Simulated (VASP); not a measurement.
# A slab model of a few sheets of PtSe2

Wanted: how a few sheets of PtSe2 relaxes, and what it costs to take an electron out.

Program: VASP 6.6.1. Level of theory: PBE with D3(BJ); plane waves and PAW (Se, Pt). Results are calculated unless marked as measured.

This is a report of a sequence of runs, with most program output left out.

## Step 1: The structure

The cell holds 6 atoms: 4 Se and 2 Pt. Its edges and angles: a = 3.724 Å, b = 3.724 Å, c = 22.593 Å, α = 90.0°, β = 90.0°, γ = 120.0°. It derives from PtSe2 (Sudovikovite). A few sheets cut from a layered arrangement of the crystal. Vacuum lies along c.

As a file:

```cif
data_structure
_symmetry_space_group_name_H-M 'P 1'
_symmetry_Int_Tables_number 1
_cell_length_a 3.7240
_cell_length_b 3.7240
_cell_length_c 22.5930
_cell_angle_alpha 90.000
_cell_angle_beta 90.000
_cell_angle_gamma 120.000
_cell_volume 271.35
loop_
_atom_site_label
_atom_site_type_symbol
_atom_site_fract_x
_atom_site_fract_y
_atom_site_fract_z
_atom_site_occupancy
Se1 Se 0.33333 0.66667 0.66804 1
Se2 Se 0.66667 0.33333 0.55601 1
Se3 Se 0.33333 0.66667 0.44399 1
Se4 Se 0.66667 0.33333 0.33196 1
Pt5 Pt 0.00000 0.00000 0.61203 1
Pt6 Pt 0.00000 0.00000 0.38797 1
```

## Step 2: Surface relaxation

All atoms relax at the fixed cell.

INCAR

```
SYSTEM = PtSe2
PREC = Normal
ENCUT = 300
EDIFF = 1E-05
NELM = 120
ISMEAR = 0
SIGMA = 0.05
LREAL = .FALSE.
ALGO = Fast
GGA = PE
IVDW = 12
NBANDS = 28
LASPH = .TRUE.
LORBIT = 11
LWAVE = .FALSE.
LCHARG = .FALSE.
KPAR = 2
IBRION = 2
NSW = 40
ISIF = 2
EDIFFG = -0.03
POTIM = 0.4
MAXMIX = 40
IDIPOL = 3
LDIPOL = .TRUE.
DIPOL = 0.5 0.5 0.5
```

POSCAR

```
PtSe2
1.0
    3.7240000000      0.0000000000      0.0000000000
   -1.8620000000      3.2250786040      0.0000000000
    0.0000000000      0.0000000000     22.5930000000
Se Pt
4 2
Direct
    0.3333333330      0.6666666670      0.6680387730
    0.6666666670      0.3333333330      0.5560129240
    0.3333333330      0.6666666670      0.4439870760
    0.6666666670      0.3333333330      0.3319612270
    0.0000000000      0.0000000000      0.6120258490
    0.0000000000      0.0000000000      0.3879741510
```

KPOINTS

```
Automatic mesh
0
Gamma
9 9 1
0 0 0
```

The projector-augmented-wave data sets are Se and Pt (PBE family, release 64).

The run is started by

```
$ mpirun -np 2 vasp_std
```

It took 50 s on 2 MPI ranks of Intel Xeon 6975P-C (Granite Rapids), shared host; peak memory 0.38 GiB; 97 s of CPU time.

The gap is read on the k-mesh alone, so it is an upper bound where the band edges lie off the mesh. The run keeps the 12 symmetry operations of its start, so it cannot find a distortion of lower symmetry.

Step by step:

| step | energy less that of the first step (eV) | largest force (eV/Å) |
| --- | --- | --- |
| 1 | 0.0000 | 0.6648 |
| 2 | -0.0404 | 0.3003 |
| 3 | -0.0498 | 0.2475 |
| 4 | -0.0519 | 0.1627 |
| 5 | -0.0545 | 0.0143 |

The atoms that moved most (Å):

| atom | dx | dy | dz | length |
| --- | --- | --- | --- | --- |
| Se4 | 0.000 | 0.000 | -0.049 | 0.049 |
| Se1 | 0.000 | 0.000 | 0.049 | 0.049 |
| Se2 | 0.000 | 0.000 | -0.044 | 0.044 |
| Se3 | 0.000 | 0.000 | 0.044 | 0.044 |
| Pt6 | 0.000 | 0.000 | 0.013 | 0.013 |
| Pt5 | 0.000 | 0.000 | -0.013 | 0.013 |

The relaxed structure:

```xyz
6
Lattice="3.7240 0.0000 0.0000 -1.8620 3.2251 0.0000 0.0000 0.0000 22.5930" Properties=species:S:1:pos:R:3
Se    0.0000    2.1501   15.1419
Se    1.8620    1.0750   12.5177
Se    0.0000    2.1501   10.0753
Se    1.8620    1.0750    7.4511
Pt    0.0000    0.0000   13.8146
Pt    0.0000    0.0000    8.7784
```

Numbers from this step:

```
electronic cycles                               : 67
electrons                                       : 44
free energy (TOTEN)                             : -30.81 eV
Fermi energy                                    : 0.3545 eV
labelled metallic, from the levels on this mesh : no
dipole moment                                   : 0, 0, 0 e·Å
gap on the k-mesh                               : 0.373 eV
least direct gap on the k-mesh                  : 0.8184 eV
```

The run ended after 5 ionic steps, 0.054 eV below its first step, once the forces on the free atoms met EDIFFG = -0.03.

Only the dipole across the slab is computed (IDIPOL = 3); zeros along the plane are no results.

## Step 3: Potential and states of the slab

A static run writes the electrostatic potential without exchange and correlation (LVHAR), which is flat in the vacuum and gives the level to count from. The dipole correction cancels the field that unlike faces would set up across the vacuum.

INCAR

```
SYSTEM = PtSe2
PREC = Normal
ENCUT = 300
EDIFF = 1E-06
NELM = 120
ISMEAR = 0
SIGMA = 0.05
LREAL = .FALSE.
ALGO = Fast
GGA = PE
IVDW = 12
NBANDS = 38
LASPH = .TRUE.
LORBIT = 11
LWAVE = .TRUE.
LCHARG = .TRUE.
IDIPOL = 3
LDIPOL = .TRUE.
DIPOL = 0.5 0.5 0.5
LVHAR = .TRUE.
LVACPOTAV = .TRUE.
LELF = .TRUE.
NEDOS = 1500
```

POSCAR

```
PtSe2
1.0
    3.7240000000      0.0000000000      0.0000000000
   -1.8620000000      3.2250786040      0.0000000000
    0.0000000000      0.0000000000     22.5930000000
Se Pt
4 2
Direct
    0.3333333330      0.6666666670      0.6702011860
    0.6666666670      0.3333333330      0.5540541509
    0.3333333330      0.6666666670      0.4459458491
    0.6666666670      0.3333333330      0.3297988140
    0.0000000000      0.0000000000      0.6114569821
    0.0000000000      0.0000000000      0.3885430179
```

KPOINTS is that of step 2.

KPOINTS_OPT

```
Line mode
14
Line-mode
Reciprocal
  0.00000000   0.00000000   0.00000000 GAMMA
  0.50000000   0.00000000   0.00000000 M

  0.50000000   0.00000000   0.00000000 M
  0.33333333   0.33333333   0.00000000 K

  0.33333333   0.33333333   0.00000000 K
  0.00000000   0.00000000   0.00000000 GAMMA
```

The run is started by

```
$ mpirun -np 2 vasp_std
```

It took 45 s on 2 MPI ranks; peak memory 0.37 GiB; 87 s of CPU time.

Numbers from this step:

```
electronic cycles                                 : 21
Fermi energy                                      : 0.354 eV
least gap on mesh and path                        : 0.2694 eV
least direct gap on mesh and path                 : 0.8184 eV
vacuum levels                                     : 4.994, 4.994 eV
ionisation potentials of the upper and lower face : 4.827, 4.827 eV
electron affinities of the upper and lower face   : 4.557, 4.557 eV
```

The electronic bands at the labelled points (eV, zero at the valence-band top; v1 is the highest filled band, c1 the lowest empty one):

| point | v4 | v3 | v2 | v1 | c1 | c2 | c3 | c4 |
| --- | --- | --- | --- | --- | --- | --- | --- | --- |
| Γ | -1.13 | -0.86 | -0.86 | -0.28 | 1.77 | 1.77 | 2.23 | 2.23 |
| 0.54 of the way | -1.60 | -1.46 | -1.25 | -0.75 | 0.27 | 1.29 | 1.38 | 1.93 |
| M | -2.85 | -2.71 | -2.57 | -1.70 | 1.15 | 1.39 | 1.71 | 2.13 |
| 0.54 of the way | -2.45 | -2.18 | -1.87 | -1.51 | 0.81 | 0.88 | 1.26 | 1.86 |
| K | -2.14 | -2.14 | -1.71 | -1.71 | 0.48 | 0.48 | 1.56 | 1.56 |
| 0.54 of the way | -1.41 | -1.30 | -1.29 | -0.59 | 0.55 | 0.99 | 0.99 | 1.74 |
| Γ | -1.13 | -0.86 | -0.86 | -0.28 | 1.77 | 1.77 | 2.23 | 2.23 |

Of the projections kept (Se, Pt), the largest for each band there; the rest of the weight can lie on other orbitals:

| point | v4 | v3 | v2 | v1 | c1 | c2 | c3 | c4 |
| --- | --- | --- | --- | --- | --- | --- | --- | --- |
| Γ | Se 0.90 | Se 0.89 | Se 0.89 | Se 0.91 | Se 0.60 | Se 0.60 | Se 0.60 | Se 0.60 |
| M | Pt 0.86 | Pt 0.54 | Se 0.78 | Se 0.82 | Pt 0.55 | Se 0.56 | Se 0.52 | Se 0.60 |
| K | Pt 0.78 | Pt 0.78 | Pt 0.66 | Pt 0.66 | Pt 0.56 | Pt 0.56 | Se 0.58 | Se 0.58 |
| Γ | Se 0.90 | Se 0.89 | Se 0.89 | Se 0.91 | Se 0.60 | Se 0.60 | Se 0.60 | Se 0.60 |

The density of states has structure finer than the step of the table below, so its rows give means over 0.5 eV, whole bins alone (the curve runs from -12.0 to 8.20 eV). Peaks (eV: height): total -5.96: 12.9, -5.74: 11.2, -3.20: 15.8, 1.30: 11.8; Se s -5.30: 0.297, 0.50: 0.372, 5.80: 0.257, 6.96: 0.278; Se p -5.96: 3.11, -1.38: 3.42, 1.30: 4.49, 1.59: 3.33; Se d 6.89: 0.576, 7.25: 0.834, 7.62: 1.02, 8.12: 0.900; Pt s -6.61: 1.10, 4.64: 1.23, 5.37: 0.931, 5.51: 0.905.

Means over bins of 0.072 eV. Table of density of states by energy, zero at the valence-band top; means over each step; values in states/eV/cell:

| energy (eV) | total | Se s | Se p | Se d | Pt s | Pt p | Pt d |
| --- | --- | --- | --- | --- | --- | --- | --- |
| -8.0 | 0 | 0 | 0 | 0 | 0 | 0 | 0 |
| -7.5 | 0.00139 | 1.8e-5 | 3.7e-4 | 6.0e-6 | 2.5e-4 | 1.2e-6 | 2.5e-4 |
| -7.0 | 1.50 | 0.0218 | 0.396 | 0.00820 | 0.264 | 0.00666 | 0.273 |
| -6.5 | 4.52 | 0.0687 | 1.21 | 0.0239 | 0.523 | 0.0531 | 1.14 |
| -6.0 | 7.14 | 0.0788 | 1.71 | 0.0560 | 0.237 | 0.130 | 3.19 |
| -5.5 | 8.42 | 0.145 | 1.93 | 0.0712 | 0.263 | 0.151 | 3.99 |
| -5.0 | 4.11 | 0.0799 | 0.945 | 0.0336 | 0.175 | 0.119 | 1.67 |
| -4.5 | 7.56 | 0.155 | 1.50 | 0.0554 | 0.0924 | 0.196 | 3.90 |
| -4.0 | 5.89 | 0.0637 | 0.874 | 0.0534 | 0.0894 | 0.150 | 3.60 |
| -3.5 | 3.36 | 0.0184 | 0.392 | 0.0249 | 0.0734 | 0.0732 | 2.25 |
| -3.0 | 8.47 | 0.124 | 1.09 | 0.0621 | 0.403 | 0.187 | 5.26 |
| -2.5 | 4.57 | 0.0689 | 1.25 | 0.0240 | 0.0947 | 0.257 | 1.79 |
| -2.0 | 5.88 | 0.0609 | 1.87 | 0.0258 | 0.0314 | 0.370 | 2.07 |
| -1.5 | 5.45 | 0.0479 | 2.14 | 0.0250 | 0.0175 | 0.377 | 1.41 |
| -1.0 | 3.84 | 0.0217 | 1.82 | 0.0171 | 0.00777 | 0.273 | 0.655 |
| -0.5 | 1.02 | 0.0150 | 0.489 | 0.00666 | 0.00255 | 0.0582 | 0.163 |
| 0.0 | 0.426 | 0.00968 | 0.234 | 0.00163 | 0.00327 | 0.0200 | 0.0430 |
| 0.5 | 3.15 | 0.131 | 0.840 | 0.0513 | 0.00616 | 0.0275 | 1.17 |
| 1.0 | 3.27 | 0.0852 | 1.07 | 0.0551 | 0.0221 | 0.0256 | 1.09 |
| 1.5 | 7.38 | 0.113 | 2.86 | 0.114 | 0.0345 | 0.0700 | 2.22 |
| 2.0 | 2.20 | 0.0167 | 0.970 | 0.0236 | 0.00101 | 0.00867 | 0.673 |
| 2.5 | 0.0407 | 0 | 0.0188 | 4.3e-4 | 0 | 4.0e-5 | 0.0130 |
| 3.0 | 0 | 0 | 0 | 0 | 0 | 0 | 0 |
| 3.5 | 0.0119 | 0.00171 | 1.6e-4 | 2.2e-5 | 0.00127 | 1.6e-5 | 1.5e-4 |
| 4.0 | 0.945 | 0.0465 | 0.0871 | 0.0608 | 0.167 | 0.0220 | 0.0351 |
| 4.5 | 4.05 | 0.108 | 0.519 | 0.306 | 0.822 | 0.111 | 0.140 |
| 5.0 | 3.05 | 0.0943 | 0.292 | 0.168 | 0.324 | 0.132 | 0.0603 |
| 5.5 | 4.59 | 0.140 | 0.544 | 0.309 | 0.581 | 0.233 | 0.127 |
| 6.0 | 3.53 | 0.124 | 0.279 | 0.178 | 0.166 | 0.168 | 0.0780 |
| 6.5 | 4.55 | 0.138 | 0.313 | 0.295 | 0.0933 | 0.280 | 0.101 |
| 7.0 | 4.53 | 0.111 | 0.265 | 0.351 | 0.0487 | 0.393 | 0.0936 |
| 7.5 | 5.79 | 0.0943 | 0.280 | 0.562 | 0.0457 | 0.508 | 0.182 |

Zero at the Fermi level. Planar average of the electrostatic potential against height:

height (Å), planar average of the electrostatic potential (eV) and a bar from the least value:
```
        0        4.6 ##############################
        1        4.6 ##############################
        2        4.6 ##############################
        3        4.6 ##############################
        4        4.6 ##############################
        5        4.6 ##############################
        6        4.0 #############################
        7       -5.2 ############
        8       -9.1 #####
        9      -11.5 
       10       -8.4 ######
       11        1.3 ########################
       12       -4.6 #############
       13       -9.5 ####
       14      -11.6 
       15       -8.4 ######
       16        1.2 ########################
       17        4.4 ##############################
       18        4.6 ##############################
       19        4.6 ##############################
       20        4.6 ##############################
       21        4.6 ##############################
       22        4.6 ##############################
```

Density of states in the PAW spheres, an atom over height of the layer and energy from the Fermi level.

Ten even steps from '_' (0.00 states/eV) to '@' (2.84 states/eV), each cell a mean:
```
..::____::..
____________
____________
____________
............
..::....::..
..--....--..
..==....==..
..--....--..
..##....##..
__@@____@@__
__--____--__
..##....##..
..##....##..
..--____--..
..++....++..
::@@::::@@::
..++....++..
__--....--__
__..____..__
____________
____________
```
Columns: height of the layer (Å) from 7.5 to 15.1 (not evenly spaced); rows upwards: energy from the Fermi level (eV) from -7.9 to 0.5.

Valence density in the ca plane at fractional y = 0.000, with atoms of Pt within 0.2 Å of it. It is the smooth field of the valence electrons, not physical close to the nuclei.

Ten steps, logarithmic in the rise over the least value, from '0' (0.0 e/Å³) to '9' (3.4 e/Å³), each cell a mean:
```
00000000000000000012358999753211124689997531
00000000000000000012356887653211124578876432
00000000000000000123445666544322234556665443
00000000000000000234454444454432344544444543
00000000000000001234554434455433345544344554
00000000000000001234554444454433345544444544
00000000000000000123445555544322334555555443
00000000000000000123446777643221234567765432
00000000000000000012357898753211124678987532
00000000000000000012368999853211124689997531
```
Columns run along c (16.0 Å, from fractional 0.01 to 0.71 of the cell), rows up along a (3.7 Å). Atoms in or near the plane, at fractional coordinates: Pt at (0.61, 0.00), Pt at (0.39, 0.00).

Electrostatic potential energy in the ca plane at fractional y = 0.000, with atoms of Pt within 0.2 Å of it. With pseudopotentials it is smooth inside the atoms' cores, unlike the true potential.

Ten even steps from '0' (-56 eV) to '9' (5 eV), each cell a mean:
```
99999999999999999999982000389999999720004899
99999999999999999999986213699999999852137999
99999999999999999999998777899999999987788999
99999999999999999999889999988999998899999889
99999999999999999998889999888999988899998889
99999999999999999999889999888999988899998889
99999999999999999999999888999999999988889999
99999999999999999999997545899999999875468999
99999999999999999999984001589999999730015899
99999999999999999999972000389999999610004899
```
Columns run along c (16.0 Å, from fractional 0.01 to 0.71 of the cell; values clipped at the 3rd and 97th percentile), rows up along a (3.7 Å). Atoms in or near the plane, at fractional coordinates: Pt at (0.61, 0.00), Pt at (0.39, 0.00).

ELF in the ca plane at fractional y = 0.000, with atoms of Pt within 0.2 Å of it. It is the smooth field of the valence electrons, not physical close to the nuclei.

Ten even steps from '0' (0.00) to '9' (0.73), each cell a mean:
```
00000000000000000001343000443100013530014421
00000000000000000012344323443100023442234432
00000000000000001345664444565411246544445665
00000000000000013688886334688631478753346888
00000000000030125799986323689842589863237999
00000000000000124789986323688732488863247899
00000000000000012467775434577521267654345777
00000000000000000123444444444210134444444443
00000000000001000001343101443100013431014421
00000000000002100001353000453100013530004521
```
Columns run along c (16.0 Å, from fractional 0.01 to 0.71 of the cell), rows up along a (3.7 Å). Atoms in or near the plane, at fractional coordinates: Pt at (0.61, 0.00), Pt at (0.39, 0.00).

The map of layer states is cut here 0.5 eV above the Fermi level, so it leaves out the states above that.

The vacuum level lies 4.83 eV above the highest filled level at the upper face; both faces agree, as the slab has next to no dipole.

The program found no field-free point at its default tolerance, but its printed level agrees with the flat part of the planar average.

## Step 4: Tunnelling image, filled states within 1 eV

A partial density over this window, at constant height above the top atom, is the Tersoff-Hamann picture of a tunnelling image.

INCAR

```
SYSTEM = PtSe2
PREC = Normal
ENCUT = 300
EDIFF = 1E-05
NELM = 120
ISMEAR = 0
SIGMA = 0.05
LREAL = .FALSE.
ALGO = Fast
GGA = PE
IVDW = 12
NBANDS = 38
LASPH = .TRUE.
LWAVE = .FALSE.
LCHARG = .FALSE.
ISTART = 1
LPARD = .TRUE.
NBMOD = -2
EINT = -0.833 0.187
LSEPB = .FALSE.
LSEPK = .FALSE.
```

POSCAR is that of step 3.

KPOINTS is that of step 3.

The WAVECAR or CHGCAR of an earlier step is read.

The run is started by

```
$ mpirun -np 2 vasp_std
```

Elapsed: 1.8 s, on 2 MPI ranks; 1.9 s of CPU time.

Local density of states in the window along a and b. Constant height, 2.5 Å above the top atom.

Values in units of 1e-4 e/Å³, 12 rows by 16 columns, each cell a mean:
```
0.9 1.0 1.3 1.6 1.9 2.2 2.5 2.6 2.6 2.4 2.1 1.8 1.4 1.2 1.0 0.9
1.1 1.4 1.7 2.2 2.6 2.9 3.1 3.2 3.0 2.7 2.3 1.8 1.4 1.2 1.0 1.0
1.4 1.8 2.3 2.8 3.2 3.5 3.6 3.5 3.2 2.7 2.3 1.8 1.4 1.2 1.1 1.2
1.8 2.3 2.8 3.3 3.7 3.9 3.8 3.6 3.1 2.6 2.1 1.7 1.4 1.2 1.3 1.5
2.2 2.6 3.1 3.5 3.8 3.8 3.6 3.2 2.8 2.3 1.8 1.5 1.3 1.3 1.5 1.7
2.3 2.7 3.1 3.4 3.5 3.4 3.1 2.7 2.3 1.9 1.6 1.4 1.3 1.4 1.6 1.9
2.2 2.5 2.8 2.9 2.9 2.7 2.4 2.1 1.8 1.6 1.4 1.3 1.3 1.4 1.7 1.9
2.0 2.2 2.3 2.3 2.2 2.0 1.8 1.7 1.5 1.3 1.3 1.3 1.3 1.4 1.6 1.8
1.6 1.7 1.7 1.7 1.6 1.5 1.4 1.4 1.3 1.3 1.3 1.3 1.3 1.4 1.4 1.5
1.2 1.2 1.2 1.2 1.3 1.3 1.3 1.3 1.4 1.4 1.4 1.4 1.3 1.3 1.3 1.2
1.0 1.0 1.0 1.1 1.2 1.3 1.5 1.6 1.6 1.7 1.6 1.5 1.3 1.2 1.1 1.0
0.8 0.9 1.0 1.2 1.4 1.7 1.9 2.0 2.1 2.0 1.8 1.6 1.4 1.2 1.0 0.9
```
Columns: along a (fractional) from 0 to 0.969; rows upwards: along b (fractional) from 0 to 0.969.

(Part 1 of 2 ends here.)

[Lines on the potential files, build, host, timing and source positions are cut from VASP's logs without a mark.]

[Logs are printed without paths, hosts, clocks, repeated set-up lines and the standing remarks that a program may print on its own settings, such as how far it seeks lower states.]

[Hosts, paths, dates, database ids (printed as entryN), source tags and the programs' standing remarks are cut or masked in the printed files.]

[In band tables of VASP the shares of atoms and orbitals are scaled to a sum of 1 inside the atoms' spheres.]

[Runs that stopped without an error message from VASP are left out.]
